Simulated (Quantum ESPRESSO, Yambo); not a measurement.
# Beyond one shot: InP (F-43m), part 2 of 2

How far does self-consistency move the gap of InP (F-43m)?

Quantum ESPRESSO 7.5 and Yambo 5.3.0; PBE and many-body steps on it, plane waves. Known limits of the many-body steps: not at the basis limit; no spin-orbit coupling; coarse k mesh.

So far. Step 5 (evGW0, cycle 1): Against G0W0 in Yambo (4×4×4 mesh, 127 bands, screening to 197.3 eV, Godby-Needs plasmon pole), the gap moves by +0.067 eV. Step 6 (evGW0, cycle 2): Against the cycle before, the gap moves by +0.007 eV.

### 7. evGW, cycle 1

This step: evGW on PBE, plane waves, norm-conserving pseudopotentials.

The input, gw5.in:

```
HF_and_locXC
gw0
dyson
ppa
em1d
rim_cut
RandQpts= 1000000
RandGvec= 1 RL
EXXRLvcs= 80 Ry
VXCRLvcs= 320 Ry
Chimod= "HARTREE"
% BndsRnXp
 1 | 127 |
%
NGsBlkXp= 14.5 Ry
% LongDrXp
 1 | 1 | 1 |
%
% GbndRnge
 1 | 127 |
%
DysSolver= "n"
ExtendOut
PPAPntXp= 27.21138 eV
% QPkrange
 1 | 8 | 10 | 17 |
%
GfnQPdb= "E < ./gw2/ndb.QP"
XfnQPdb= "E < ./gw2/ndb.QP"
```

Run with:

```sh
$ OMP_NUM_THREADS=1 mpirun -n 4 yambo -F gw5.in -J gw5 -C gw5 > gw5.log
```

Output:

```text
 Yambo, version 5.3.0

 [02] CORE Variables Setup
 =========================

  [... cell, symmetries and grids as in the set-up ...]

  [02.05] Energies & Occupations
  ==============================

  [X] === General ===
  [X] Electronic Temperature                        :  0.000000  0.000000 [eV K]
  [X] Bosonic    Temperature                        :  0.000000  0.000000 [eV K]
  [X] Finite Temperature mode                       : no
  [X] El. density                                   :  0.51453E+24 [cm-3]
[...]
Sx RL components                                 :   4279

   QP @ state[ 1 ] K range                          :   1   8
   QP @ state[ 1 ] b range                          :  10  17
   GF energies kind                                 : Perdew, Burke & Ernzerhof(X)+Perdew, Burke & Ernzerhof(C)+ E < ./gw2/ndb.QP + @E Fit
   GF WF`s kind                                     : Perdew, Burke & Ernzerhof(X)+Perdew, Burke & Ernzerhof(C)
   Xs energies kind                                 : Perdew, Burke & Ernzerhof(X)+Perdew, Burke & Ernzerhof(C)
   Xs WF`s kind                                     : Perdew, Burke & Ernzerhof(X)+Perdew, Burke & Ernzerhof(C)

 [15] Game Over & Game summary
```

Run time: 10 min. Hardware: 4 MPI ranks of Arm Neoverse V1, shared host; peak memory 1.7 GiB; 41 min of CPU time.

Numbers from this step:

| Property | Result |
| --- | --- |
| quasiparticle gap on the mesh | 1.508 eV |
| gap of the density functional on the mesh | 0.6864 eV |
| k of the valence top | 0, 0, 0 |
| k of the conduction bottom | 0, 0, 0 |
| least direct quasiparticle gap on the computed points | 1.508 eV |

Against G0W0 in Yambo (4×4×4 mesh, 127 bands, screening to 197.3 eV, Godby-Needs plasmon pole), the gap moves by +0.135 eV.

The program's own table gives 1.638 eV, which is too large where the input levels are shifted: this version takes Σc at the unshifted level E₀, yet steps from the shifted one. The value above is the Newton step from E₀, E₀ + Z(Σc + Σx − Vxc), rebuilt from the printed columns.

### 8. evGW, cycle 2

gw6.in, as its differences from gw5.in of step 7:

```diff
@@ -27,3 +27,3 @@
 %
-GfnQPdb= "E < ./gw2/ndb.QP"
-XfnQPdb= "E < ./gw2/ndb.QP"
+GfnQPdb= "E < ./gw5_fix/ndb.QP"
+XfnQPdb= "E < ./gw5_fix/ndb.QP"
```

Run with:

```sh
$ OMP_NUM_THREADS=1 mpirun -n 4 yambo -F gw6.in -J gw6 -C gw6 > gw6.log
```

Output:

```text
 Yambo, version 5.3.0

 [02] CORE Variables Setup
 =========================

  [... cell, symmetries and grids as in the set-up ...]

  [02.05] Energies & Occupations
  ==============================

  [X] === General ===
  [X] Electronic Temperature                        :  0.000000  0.000000 [eV K]
  [X] Bosonic    Temperature                        :  0.000000  0.000000 [eV K]
  [X] Finite Temperature mode                       : no
  [X] El. density                                   :  0.51453E+24 [cm-3]
[...]
Sx RL components                                 :   4279

   QP @ state[ 1 ] K range                          :   1   8
   QP @ state[ 1 ] b range                          :  10  17
   GF energies kind                                 : Perdew, Burke & Ernzerhof(X)+Perdew, Burke & Ernzerhof(C)+ E < ./gw2/ndb.QP + @E Fit+ E < ./gw5_fix/
   GF WF`s kind                                     : Perdew, Burke & Ernzerhof(X)+Perdew, Burke & Ernzerhof(C)
   Xs energies kind                                 : Perdew, Burke & Ernzerhof(X)+Perdew, Burke & Ernzerhof(C)
   Xs WF`s kind                                     : Perdew, Burke & Ernzerhof(X)+Perdew, Burke & Ernzerhof(C)

 [15] Game Over & Game summary
```

Elapsed: 10 min, on 4 MPI ranks; peak memory 1.7 GiB.

Numbers from this step:

| Item | Value |
| --- | --- |
| quasiparticle gap on the mesh | 1.540 eV |
| gap of the density functional on the mesh | 0.6864 eV |
| k of the valence top | 0, 0, 0 |
| k of the conduction bottom | 0, 0, 0 |
| least direct quasiparticle gap on the computed points | 1.540 eV |

Against the cycle before, the gap moves by +0.032 eV.

The program's own table gives 1.692 eV, which is too large where the input levels are shifted: this version takes Σc at the unshifted level E₀, yet steps from the shifted one. The value above is the Newton step from E₀, E₀ + Z(Σc + Σx − Vxc), rebuilt from the printed columns.

### 9. evGW, cycle 3

gw7.in, as its differences from gw6.in of step 8:

```diff
@@ -27,3 +27,3 @@
 %
-GfnQPdb= "E < ./gw5_fix/ndb.QP"
-XfnQPdb= "E < ./gw5_fix/ndb.QP"
+GfnQPdb= "E < ./gw6_fix/ndb.QP"
+XfnQPdb= "E < ./gw6_fix/ndb.QP"
```

Run with:

```sh
$ OMP_NUM_THREADS=1 mpirun -n 4 yambo -F gw7.in -J gw7 -C gw7 > gw7.log
```

Output:

```text
 Yambo, version 5.3.0

 [02] CORE Variables Setup
 =========================

  [... cell, symmetries and grids as in the set-up ...]

  [02.05] Energies & Occupations
  ==============================

  [X] === General ===
  [X] Electronic Temperature                        :  0.000000  0.000000 [eV K]
  [X] Bosonic    Temperature                        :  0.000000  0.000000 [eV K]
  [X] Finite Temperature mode                       : no
  [X] El. density                                   :  0.51453E+24 [cm-3]
[...]
Sx RL components                                 :   4279

   QP @ state[ 1 ] K range                          :   1   8
   QP @ state[ 1 ] b range                          :  10  17
   GF energies kind                                 : Perdew, Burke & Ernzerhof(X)+Perdew, Burke & Ernzerhof(C)+ E < ./gw2/ndb.QP + @E Fit+ E < ./gw5_fix/
   GF WF`s kind                                     : Perdew, Burke & Ernzerhof(X)+Perdew, Burke & Ernzerhof(C)
   Xs energies kind                                 : Perdew, Burke & Ernzerhof(X)+Perdew, Burke & Ernzerhof(C)
   Xs WF`s kind                                     : Perdew, Burke & Ernzerhof(X)+Perdew, Burke & Ernzerhof(C)

 [15] Game Over & Game summary
```

It took 10 min on 4 MPI ranks; peak memory 1.7 GiB; 41 min of CPU time.

Numbers from this step:

- quasiparticle gap on the mesh: 1.548 eV
- gap of the density functional on the mesh: 0.6864 eV
- k of the valence top: 0, 0, 0
- k of the conduction bottom: 0, 0, 0
- least direct quasiparticle gap on the computed points: 1.548 eV

Against the cycle before, the gap moves by +0.009 eV.

The program's own table gives 1.705 eV, which is too large where the input levels are shifted: this version takes Σc at the unshifted level E₀, yet steps from the shifted one. The value above is the Newton step from E₀, E₀ + Z(Σc + Σx − Vxc), rebuilt from the printed columns.

### 10. The runs together

Times are wall times on 4 MPI ranks of Arm Neoverse V1, shared host, good to a factor of about two.

```
           run   mesh  bands  screening cutoff (eV)  DFT gap (eV)  gap on the mesh (eV)  direct (eV)     time
          G0W0  4×4×4    127                  197.3         0.686                 1.374        1.374  1.8 min
evGW0, cycle 1  4×4×4    127                  197.3         0.686                 1.441        1.441    9 min
evGW0, cycle 2  4×4×4    127                  197.3         0.686                 1.448        1.448    9 min
 evGW, cycle 1  4×4×4    127                  197.3         0.686                 1.508        1.508   10 min
 evGW, cycle 2  4×4×4    127                  197.3         0.686                 1.540        1.540   10 min
 evGW, cycle 3  4×4×4    127                  197.3         0.686                 1.548        1.548   10 min
```

### 11. Summary of results

```yaml
g0w0: 1.374 eV
evgw0_cycle_1: 1.441 eV
evgw0_cycle_2: 1.448 eV
evgw_cycle_1: 1.508 eV
evgw_cycle_2: 1.540 eV
evgw_cycle_3: 1.548 eV
known_limits: not at the basis limit; no spin-orbit coupling; coarse k mesh
```

In words: evGW0 ends at 1.45 eV, +0.07 eV from G0W0, after 2 cycles that took 18 min beside the first screening; the last moved the gap by 0.007 eV. evGW ends at 1.55 eV, +0.17 eV from G0W0, after 3 cycles that took 31 min beside the first screening; the last moved the gap by 0.009 eV. Bands and cutoff are finite, so the gap is not at the basis limit. The miss can reach some tenths of an eV and take either sign; the mesh is an error of its own. The 4×4×4 mesh is coarse for this cell, which bears on the long-range parts of exchange and screening. The many-body steps are scalar-relativistic: spin-orbit coupling is not in them.

[Paths, hosts, dates, memory and timing lines, banners, echoed tables and standing remarks are left out of the program output.]

[Logs are printed without paths, hosts, clocks, repeated set-up lines and the standing remarks that a program may print on its own settings, such as how far it seeks lower states.]

[Runs of the session that timed out or met a known fault of the program may be left out.]

[Hosts, paths, dates, database ids (printed as entryN), source tags and the programs' standing remarks are cut or masked in the printed files.]
